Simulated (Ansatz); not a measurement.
# In (P6_3/mmc) in Ansatz: a series of runs

The runs below take In through relaxation of cell and atoms, with PBEsol.

Program: Ansatz 0.2.0. These are calculated values, not measurements. Logs are shortened: lines on timing, memory, paths and dates and some standing lists are left out, and cuts for length are marked.

**1. Starting point**

It takes space group P6_3/mmc (No. 194, hexagonal). The conventional cell has a = 3.335 Å, b = 3.335 Å, c = 5.509 Å, α = 90.00°, β = 90.00°, γ = 120.00°. Around In (site symmetry -6m2) lie 12 In at 3.34 to 3.36 Å.

This isn't the form of In at room conditions, which is tetragonal.

**2. Relaxation of cell and atoms, PBEsol**

input.yaml reads:

```yaml
crystal:
  lattice:
    - [3.335484782, 0.0, 0.0]
    - [-1.667742391, 2.8886145552, 0.0]
    - [0.0, 0.0, 5.50914292]
  atoms:
    - { symbol: In, position: [0.6666666667, 0.3333333333, 0.75] }
    - { symbol: In, position: [0.3333333333, 0.6666666667, 0.25] }
hamiltonian:
  xc: pbesol
  pseudopotentials: { kind: paw }
kpoints:
  mp_grid: { grid: [9, 9, 5] }
scf:
  occupations: { method: fermi_dirac, width: 0.05 }
output:
  forces: true
  stress: true
  eigenvalues: true
  write_density: true
  write_potential: true
  elf: true
  volumetric_format: npy
relax:
  f_tol: 0.01
  max_steps: 40
  cell: { stress_tol: 0.05 }
```

Potentials or basis: Ansatz PAW.

Run with:

```sh
$ ansatz run input.yaml --threads 2 --pin off --max-ram 5632MiB --backend cpu --events-out ev --progress --plain --runs-dir out
```

Standard output:

```text
Warning: RAYON_NUM_THREADS=2 ignored (pool sized by the plan → 2); use --threads N
Engine: ansatz 0.2.0, x86_64-unknown-linux-gnu
Pseudopotentials: kind: paw
Pseudopotential: In, paw, valence charge 13, recommended cutoff 420 eV (normal), In.paw.azcp
Functional definition: PBEsol
  exchange = pbesol_x
  correlation = pbesol_c
Crystal: 2 atoms, lattice volume = 53.080 Å³
Basis set: ecut = 420 eV, 1051 PW (Γ), exchange–correlation on 48×48×80 points (8 copies of the dense FFT grid, shifted against one another)
Bands: 17, of which v1, the nominal top of the filled ones, is band 13 counted from 1 (12 counted from 0)
Symmetry: 24 space group operations
Space group: P63/mmc (ITA 194), of the structure as read, at distance tolerance 3.8e-5 Å
k-points: 36 of 405
Non-local potential: In, projectors of the file, l = 0: 2, l = 1: 2, l = 2: 2, l = 3: 2
PAW form: soft (Blöchl's): semilocal exchange-correlation on the pseudo side does not see the compensation charge
PAW frozen core: In, regenerated for the run's functional, and the local potential with it (the file was generated under x = pbe(κ = 0.804, μ = 0.2195149727645171), c = pbe(β = 0.06672455060314922))
PAW one-centre angular grid: In, 590 points (default); XC on 64 Gauss nodes
Initial density: superposition of atomic densities (neutral atoms: chi_scale 0, normalization atom), corrected by the library's trained network
Initial wavefunctions: pseudopotential atomic-orbital guess
Functional: x = pbesol(κ = 0.804, μ = 0.12345679012345678), c = pbesol(β = 0.046)
SCF iter   1: F=—  HF=-11050.780239 eV  |F-HF|=—  |Δ(HF+E_count)|=         —  Δρ=3.06e-3  dr2=5.26e-3  ethr=1.77e-3  ⟨swp⟩=6.2  Hψ=3120  notcnv=0
preconditioner: auto → Kerker (q_TF=auto, 2.422 Å⁻¹)  [metal: Δε(μ)=0.094 eV  Ē_g=15.754 eV  σ=0.050 eV  W_gap=0.42  n_scr=10 (ndim 8)  ℏωp=26.0 eV  f_vac=0.000  D(μ)=1.71/eV (n_scr^D=10)]
SCF iter   2: F=—  HF=-11050.776068 eV  |F-HF|=—  |Δ(HF+E_count)|=   4.17e-3  Δρ=1.42e-3  dr2=1.41e-3  ethr=2.02e-5  ⟨swp⟩=2.2  Hψ=1298  notcnv=0
SCF iter   3: F=—  HF=-11050.775541 eV  |F-HF|=—  |Δ(HF+E_count)|=   5.28e-4  Δρ=4.97e-4  dr2=1.09e-4  ethr=5.41e-6  ⟨swp⟩=2.0  Hψ=1045  notcnv=0
SCF iter   4: F=—  HF=-11050.775534 eV  |F-HF|=—  |Δ(HF+E_count)|=   6.93e-6  Δρ=3.61e-4  dr2=4.85e-5  ethr=4.19e-7  ⟨swp⟩=2.0  Hψ=1058  notcnv=0
SCF iter   5: F=—  HF=-11050.775506 eV  |F-HF|=—  |Δ(HF+E_count)|=   2.72e-5  Δρ=3.66e-5  dr2=5.55e-7  ethr=1.87e-7  ⟨swp⟩=2.2  Hψ=1045  notcnv=0
SCF iter   6: F=-11050.775506 eV  HF=-11050.775506 eV  |F-HF|=1.71e-9  |Δ(HF+E_count)|=   1.44e-7  Δρ=4.12e-6  dr2=8.68e-9  ethr=3.85e-10  ⟨swp⟩=9.9  Hψ=4440  notcnv=0
SCF 1 converged in 6 iterations: F = -11050.775506 eV  dr2 = 8.68e-9
relax step   1: F+E_penalty+E_count = -11050.77550633 eV  Δ(F+E_penalty+E_count) = +0.000e0 eV  max|allowed force component| = 4.163e-17 eV/Å  Δτ_max = 0.0000 Å  P = -1.380 GPa  Ω = 53.080 Å³  (6 SCF iters, dr2 threshold 1.00e-7 eV, accepted)
Crystal: 2 atoms, lattice volume = 51.362 Å³
Basis set: ecut = 420 eV, 1003 PW (Γ), exchange–correlation on 48×48×80 points (8 copies of the dense FFT grid, shifted against one another)
Initial density: handed on by an earlier stage of this run
Initial wavefunctions: those handed on with the density
iter 1 solved again at ethr=1.21e-6 eV; its pass at ethr=3.10e-3 eV (dr2=3.14e-4 eV) is discarded
SCF iter   1: F=—  HF=-11050.784592 eV  |F-HF|=—  |Δ(HF+E_count)|=         —  Δρ=7.43e-4  dr2=3.83e-4  ethr=1.21e-6  ⟨swp⟩=3.0  Hψ=4404  notcnv=0
preconditioner: auto → none  [insulator: Δε(μ)=0.125 eV  Ē_g=15.943 eV  σ=0.050 eV  W_gap=0.54  n_scr=10 (ndim 8)  ℏωp=26.4 eV  f_vac=0.000  D(μ)=1.35/eV (n_scr^D=2)  ε∞_Penn≈3.7]
SCF iter   2: F=—  HF=-11050.784449 eV  |F-HF|=—  |Δ(HF+E_count)|=   1.42e-4  Δρ=4.00e-4  dr2=3.96e-5  ethr=1.21e-6  ⟨swp⟩=2.0  Hψ=1077  notcnv=0
SCF iter   3: F=—  HF=-11050.784445 eV  |F-HF|=—  |Δ(HF+E_count)|=   4.15e-6  Δρ=1.24e-4  dr2=4.54e-6  ethr=1.52e-7  ⟨swp⟩=1.0  Hψ=612  notcnv=0
SCF iter   4: F=-11050.784445 eV  HF=-11050.784445 eV  |F-HF|=3.74e-9  |Δ(HF+E_count)|=   3.41e-7  Δρ=4.79e-6  dr2=6.74e-9  ethr=7.69e-10  ⟨swp⟩=7.5  Hψ=4378  notcnv=0
SCF 2 converged in 4 iterations: F = -11050.784445 eV  dr2 = 6.74e-9
relax step   2: F+E_penalty+E_count = -11050.78444458 eV  Δ(F+E_penalty+E_count) = -8.938e-3 eV  max|allowed force component| = 3.701e-17 eV/Å  Δτ_max = 0.0000 Å  P = -0.101 GPa  Ω = 51.362 Å³  energy of the carried Pulay correction = +4.067e-4 eV  (4 SCF iters, dr2 threshold 2.00e-7 eV, accepted)
Crystal: 2 atoms, lattice volume = 51.127 Å³
iter 1 solved again at ethr=1.29e-7 eV; its pass at ethr=3.10e-3 eV (dr2=3.34e-5 eV) is discarded
SCF iter   1: F=—  HF=-11050.785164 eV  |F-HF|=—  |Δ(HF+E_count)|=         —  Δρ=1.89e-4  dr2=2.34e-5  ethr=1.29e-7  ⟨swp⟩=3.0  Hψ=4124  notcnv=0
preconditioner: auto → none  [insulator: Δε(μ)=0.142 eV  Ē_g=15.973 eV  σ=0.050 eV  W_gap=0.61  n_scr=10 (ndim 8)  ℏωp=26.5 eV  f_vac=0.000  D(μ)=1.09/eV (n_scr^D=2)  ε∞_Penn≈3.7]
SCF iter   2: F=—  HF=-11050.785158 eV  |F-HF|=—  |Δ(HF+E_count)|=   5.73e-6  Δρ=9.87e-5  dr2=3.61e-6  ethr=9.00e-8  ⟨swp⟩=2.1  Hψ=1081  notcnv=0
SCF iter   3: F=-11050.785157 eV  HF=-11050.785157 eV  |F-HF|=7.43e-8  |Δ(HF+E_count)|=   3.53e-7  Δρ=1.79e-5  dr2=1.60e-7  ethr=7.69e-10  ⟨swp⟩=7.9  Hψ=4540  notcnv=0
SCF 3 converged in 3 iterations: F = -11050.785157 eV  dr2 = 1.60e-7
relax step   3: F+E_penalty+E_count = -11050.78515735 eV  Δ(F+E_penalty+E_count) = -7.128e-4 eV  max|allowed force component| = 1.388e-17 eV/Å  Δτ_max = 0.0000 Å  P = +0.066 GPa  Ω = 51.127 Å³  energy of the carried Pulay correction = +4.648e-4 eV  (3 SCF iters, dr2 threshold 2.00e-7 eV, accepted)
Crystal: 2 atoms, lattice volume = 51.175 Å³
iter 1 solved again at ethr=2.30e-8 eV; its pass at ethr=3.10e-3 eV (dr2=5.97e-6 eV) is discarded
SCF iter   1: F=—  HF=-11050.785194 eV  |F-HF|=—  |Δ(HF+E_count)|=         —  Δρ=6.67e-5  dr2=2.73e-6  ethr=2.30e-8  ⟨swp⟩=3.2  Hψ=4090  notcnv=0
preconditioner: auto → none  [insulator: Δε(μ)=0.147 eV  Ē_g=15.971 eV  σ=0.050 eV  W_gap=0.63  n_scr=10 (ndim 8)  ℏωp=26.5 eV  f_vac=0.000  D(μ)=1.03/eV (n_scr^D=2)  ε∞_Penn≈3.7]
SCF iter   2: F=—  HF=-11050.785193 eV  |F-HF|=—  |Δ(HF+E_count)|=   1.83e-7  Δρ=3.01e-5  dr2=4.53e-7  ethr=1.05e-8  ⟨swp⟩=1.1  Hψ=614  notcnv=0
SCF iter   3: F=-11050.785193 eV  HF=-11050.785193 eV  |F-HF|=3.51e-10  |Δ(HF+E_count)|=   3.78e-8  Δρ=3.57e-6  dr2=3.27e-9  ethr=1.48e-10  ⟨swp⟩=7.6  Hψ=4012  notcnv=0
SCF 4 converged in 3 iterations: F = -11050.785193 eV  dr2 = 3.27e-9
relax step   4: F+E_penalty+E_count = -11050.78519339 eV  Δ(F+E_penalty+E_count) = -3.604e-5 eV  max|allowed force component| = 5.551e-17 eV/Å  Δτ_max = 0.0000 Å  P = +0.015 GPa  Ω = 51.175 Å³  energy of the carried Pulay correction = +4.532e-4 eV  (3 SCF iters, dr2 threshold 3.84e-8 eV, accepted)
Crystal: 2 atoms, lattice volume = 51.192 Å³
iter 1 solved again at ethr=1.03e-9 eV; its pass at ethr=3.10e-3 eV (dr2=2.68e-7 eV) is discarded
SCF iter   1: F=—  HF=-11050.785194 eV  |F-HF|=—  |Δ(HF+E_count)|=         —  Δρ=1.46e-5  dr2=1.61e-7  ethr=1.03e-9  ⟨swp⟩=3.0  Hψ=4099  notcnv=0
preconditioner: auto → none  [insulator: Δε(μ)=0.146 eV  Ē_g=15.970 eV  σ=0.050 eV  W_gap=0.62  n_scr=10 (ndim 8)  ℏωp=26.5 eV  f_vac=0.000  D(μ)=1.05/eV (n_scr^D=2)  ε∞_Penn≈3.7]
SCF iter   2: F=—  HF=-11050.785194 eV  |F-HF|=—  |Δ(HF+E_count)|=   2.35e-7  Δρ=6.71e-6  dr2=2.05e-8  ethr=6.19e-10  ⟨swp⟩=2.5  Hψ=1095  notcnv=0
SCF iter   3: F=-11050.785194 eV  HF=-11050.785194 eV  |F-HF|=3.66e-10  |Δ(HF+E_count)|=   4.90e-9  Δρ=1.19e-6  dr2=7.77e-10  ethr=2.50e-11  ⟨swp⟩=7.7  Hψ=3519  notcnv=0
SCF 5 converged in 3 iterations: F = -11050.785194 eV  dr2 = 7.77e-10
relax step   5: F+E_penalty+E_count = -11050.78519374 eV  Δ(F+E_penalty+E_count) = -3.423e-7 eV  max|allowed force component| = 4.163e-17 eV/Å  Δτ_max = 0.0000 Å  P = +0.002 GPa  Ω = 51.192 Å³  energy of the carried Pulay correction = +4.489e-4 eV  (3 SCF iters, dr2 threshold 6.50e-9 eV, accepted)
Initial wavefunctions: pseudopotential atomic-orbital guess (no wavefunctions were taken with the density)
iter 1 solved again at ethr=1.53e-7 eV; its pass at ethr=3.10e-3 eV (dr2=3.97e-5 eV) is discarded
SCF iter   1: F=—  HF=-11050.784730 eV  |F-HF|=—  |Δ(HF+E_count)|=         —  Δρ=6.64e-5  dr2=4.04e-7  ethr=1.53e-7  ⟨swp⟩=2.8  Hψ=4527  notcnv=0
preconditioner: auto → none  [insulator: Δε(μ)=0.146 eV  Ē_g=15.969 eV  σ=0.050 eV  W_gap=0.62  n_scr=10 (ndim 8)  ℏωp=26.5 eV  f_vac=0.000  D(μ)=1.05/eV (n_scr^D=2)  ε∞_Penn≈3.7]
SCF iter   2: F=—  HF=-11050.784732 eV  |F-HF|=—  |Δ(HF+E_count)|=   1.55e-6  Δρ=2.99e-5  dr2=8.06e-8  ethr=1.55e-9  ⟨swp⟩=2.2  Hψ=1023  notcnv=0
SCF iter   3: F=—  HF=-11050.784732 eV  |F-HF|=—  |Δ(HF+E_count)|=   5.11e-8  Δρ=6.22e-6  dr2=3.36e-9  ethr=3.10e-10  ⟨swp⟩=2.6  Hψ=923  notcnv=0
SCF iter   4: F=—  HF=-11050.784732 eV  |F-HF|=—  |Δ(HF+E_count)|=   2.89e-9  Δρ=8.38e-7  dr2=1.32e-10  ethr=1.29e-11  ⟨swp⟩=2.1  Hψ=1057  notcnv=0
SCF iter   5: F=-11050.784732 eV  HF=-11050.784732 eV  |F-HF|=1.82e-12  |Δ(HF+E_count)|=  4.55e-11  Δρ=6.82e-8  dr2=1.13e-12  ethr=1.00e-12  ⟨swp⟩=5.9  Hψ=2891  notcnv=0
SCF 6 converged in 5 iterations: F = -11050.784732 eV  dr2 = 1.13e-12
relax step   6: F+E_penalty+E_count = -11050.78473184 eV  Δ(F+E_penalty+E_count) = +4.619e-4 eV  max|allowed force component| = 3.701e-17 eV/Å  Δτ_max = 0.0000 Å  P = +0.001 GPa  Ω = 51.192 Å³  stress off target by 2.28e-3 GPa  SCF on the basis re-selected at this cell (its energy is not comparable with the rows above)  (5 SCF iters)
basis re-selected at this cell: Δ(F+E_penalty+E_count) = +4.619e-4 eV, ΔP = -0.001 GPa vs the last step (what re-selecting the basis moved, of the pressure what is left beyond the Pulay correction that the steps carried, after the strain that the cell walked since its last selection, with what the two solves' SCF thresholds leave and, on support functions, any second-order correction that the steps lacked; it is no measure of the basis error at this ecutwfc). This SCF's stress stands 2.28e-3 GPa from its target on what of the cell is left free (relax.cell.stress_tol is 5.00e-2 GPa) and its largest allowed force component is 3.70e-17 eV/Å (relax.f_tol is 1.00e-2 eV/Å): within both
SCF converged after 5 iterations
Free energy (F): -11050.784732 eV
Harris-Foulkes:  -11050.784732 eV  (|F-HF|=1.82e-12)
Internal energy: -11050.775614 eV  (E = F + TS)
E sigma→0 (E₀):  -11050.780173 eV
Entropy (-TS):   -0.009118 eV (-4.559 meV/atom)
Fermi energy:    10.431736 eV
--- Per-component energies (eV) ---
  E_band       = -42.236572
  E_kinetic    = 483.679914
  E_local      = -2124.915341  (includes V_loc(G=0)·N_el)
  E_nonlocal   = 734.790789
  E_hartree    = 831.280214
  E_xc         = -428.468135
  E_vxc        = -201.306626  (∫ρ·V_xc dr)
  E_paw        = -8162.717265  (= ΣΔE_a)
  E_vpaw       = -597.045730  (= ΣTr[D̂ρ^β])
  E_aug_tail   = 0.000050  (compensation charges beyond the density's cutoff)
  E_ewald      = -2384.897645
  E_core_change = 0.471805  (= ΣΔE_core)
  E_smearing   = -0.009118  (= −TS)
  E_closure    = 0.000000  (closes the sum)
  Σ components = -11050.784732   (vs F -11050.784732, Δ=0.00e0)
--- Forces (eV/Å), atoms counted from 1 ---
  atom   1  In     0.00000000    -0.00000000    -0.00000000
  atom   2  In    -0.00000000     0.00000000     0.00000000
  max |Σ_I F_I| component: 2.78e-17 eV/Å
--- Stress (GPa, compression-positive) ---
        0.000598      -0.000000      -0.000000
       -0.000000       0.000598       0.000000
       -0.000000       0.000000       0.002278
  P = ⅓ Tr σ = 0.0012 GPa (0.012 kbar)
--- Band table (eV; the first three rows and the last of 36) ---
  k-point 0: bands = ["-4.2594", "-4.1806", "-4.1581", "-4.1581", "-4.1266", "-4.1266", "-4.0595", "-4.0595", "-3.8511", "-3.8511", "0.6795", "6.0602", "6.9161", "18.8507", "18.8507", "20.7393", "20.7393"]
  k-point 1: bands = ["-4.2484", "-4.1839", "-4.1728", "-4.1728", "-4.1387", "-4.1387", "-4.0219", "-4.0219", "-3.8619", "-3.8619", "0.9032", "4.3508", "9.0639", "18.7625", "19.0443", "19.0443", "20.6441"]
  k-point 2: bands = ["-4.2225", "-4.1974", "-4.1797", "-4.1797", "-4.1636", "-4.1636", "-3.9551", "-3.9551", "-3.8969", "-3.8969", "1.5838", "2.7353", "11.9845", "15.2671", "19.5735", "19.5735", "20.2315"]
  k-point 35: bands = ["-4.2334", "-4.2334", "-4.1674", "-4.0541", "-4.0306", "-4.0306", "-4.0019", "-4.0006", "-3.8452", "-3.8452", "7.7770", "7.7770", "9.2793", "9.2793", "9.4378", "10.5436", "17.5118"]
--- Relaxed structure (5 steps of the walk, 5 accepted, 1 SCFs on fresh bases) ---
  F+E_penalty+E_count = -11050.78473184 eV   max|allowed force component| = 3.701e-17 eV/Å   (the final SCF, on the basis selected at the relaxed cell)
  cell:  # Å, volume = 51.1920 Å³
    - [3.3093153271382354, 7.292183921347878e-33, 1.7345607500116918e-18]
    - [-1.6546576635691177, 2.865951142434922, -8.672803750058495e-19]
    - [2.8649337951473387e-18, -6.022900816531115e-33, 5.397536224942286]
  atoms:
    - { symbol: In, position: [0.6666666666666666, 0.3333333333333333, 0.7500000000000001] }
    - { symbol: In, position: [0.3333333333333333, 0.6666666666666666, 0.25000000000000006] }
```

Wall time 9.7 s (2 threads of Intel Xeon Platinum 8259CL at 2.50GHz (Skylake/Cascade Lake), shared host); peak memory 0.41 GiB.

Results:

```yaml
Free_energy: -11050.7847 eV
Relaxed_volume: 25.60 Å³/atom
Relaxed_cell: a = 3.309 Å, b = 3.309 Å, c = 5.398 Å, α = 90.00°, β = 90.00°, γ = 120.00°
Space_group_after_relaxing_to_0.05_Å: P6_3/mmc (No. 194)
Energy_gained_by_relaxing: 4.6 meV/atom
Ionic_steps: 6
Pressure_after_relaxing: 0.0 GPa
Band_gap_on_the_k_mesh: none (metal or under the smearing width)
```

Step by step:
```
step  energy change (eV)  largest force (eV/Å)  volume (Å³)
   1              0.0000                0.0000        53.08
   2             -0.0089                0.0000        51.36
   3             -0.0097                0.0000        51.13
   4             -0.0097                0.0000        51.17
   5             -0.0097                0.0000        51.19
   6             -0.0092                0.0000        51.19
```

Final structure:
```cif
data_structure
_symmetry_space_group_name_H-M 'P 1'
_symmetry_Int_Tables_number 1
_cell_length_a 3.3093
_cell_length_b 3.3093
_cell_length_c 5.3975
_cell_angle_alpha 90.000
_cell_angle_beta 90.000
_cell_angle_gamma 120.000
_cell_volume 51.19
loop_
_atom_site_label
_atom_site_type_symbol
_atom_site_fract_x
_atom_site_fract_y
_atom_site_fract_z
_atom_site_occupancy
In1 In 0.66667 0.33333 0.75000 1
In2 In 0.33333 0.66667 0.25000 1
```

Levels at points of the mesh, in eV from the Fermi level:
```
           k point  band 11  band 12  band 13  band 14  band 15  band 16
(0.00, 0.00, 0.00)    -9.75    -4.37    -3.52     8.42     8.42    10.31
```

Caveat: the plane-wave basis is chosen anew once the cell has moved, so the energies of steps on either side of that aren't comparable; the PAW data sets come from PBE, with cores solved anew for the run's functional, which leaves a small shift of forces and pressure.

**3. Relaxation of cell and atoms, PBEsol, target pressure 2 GPa, at which the enthalpy is minimised**

Edit input.yaml of step 2 so:

```diff
@@ -19,6 +19,2 @@
   eigenvalues: true
-  write_density: true
-  write_potential: true
-  elf: true
-  volumetric_format: npy
 relax:
@@ -26,2 +22,2 @@
   max_steps: 40
-  cell: { stress_tol: 0.05 }
+  cell: { stress_tol: 0.05, p_target: 2.0 }
```

Potentials or basis: Ansatz PAW.

Run with:

```sh
$ ansatz run input.yaml --threads 2 --pin off --max-ram 5632MiB --backend cpu --events-out ev --progress --plain --runs-dir out
```

Wall time 7.6 s (2 threads of Intel Xeon Platinum 8259CL at 2.50GHz (Skylake/Cascade Lake), shared host); peak memory 0.41 GiB.

Results (log left out):

```yaml
Free_energy: -11050.7725 eV
Relaxed_volume: 24.58 Å³/atom
Relaxed_cell: a = 3.267 Å, b = 3.267 Å, c = 5.318 Å, α = 90.00°, β = 90.00°, γ = 120.00°
Space_group_after_relaxing_to_0.05_Å: P6_3/mmc (No. 194)
Energy_change_on_relaxing_the_enthalpy_is_what_falls: +1.5 meV/atom
Ionic_steps: 5
Pressure_after_relaxing: 2.0 GPa
Band_gap_on_the_k_mesh: none (metal or under the smearing width)
```

The path:
| step | energy change (eV) | largest force (eV/Å) | volume (Å³) |
| --- | --- | --- | --- |
| 1 | 0.0000 | 0.0000 | 53.08 |
| 2 | 0.0062 | 0.0000 | 48.94 |
| 3 | 0.0020 | 0.0000 | 49.16 |
| 4 | 0.0021 | 0.0000 | 49.15 |
| 5 | 0.0030 | 0.0000 | 49.15 |

Final structure:
```xyz
2
Lattice="3.2671 0.0000 0.0000 -1.6335 2.8294 0.0000 0.0000 0.0000 5.3175" Properties=species:S:1:pos:R:3 pbc="T T T"
In    1.6335    0.9431    3.9881
In    0.0000    1.8863    1.3294
```

Levels at points of the mesh, in eV from the Fermi level:
```
           k point  band 11  band 12  band 13  band 14  band 15  band 16
(0.00, 0.00, 0.00)   -10.04    -4.36    -3.69     8.68     8.68    10.63
```

Caveat: the plane-wave basis is chosen anew once the cell has moved, so the energies of steps on either side of that aren't comparable; the PAW data sets come from PBE, with cores solved anew for the run's functional, which leaves a small shift of forces and pressure.
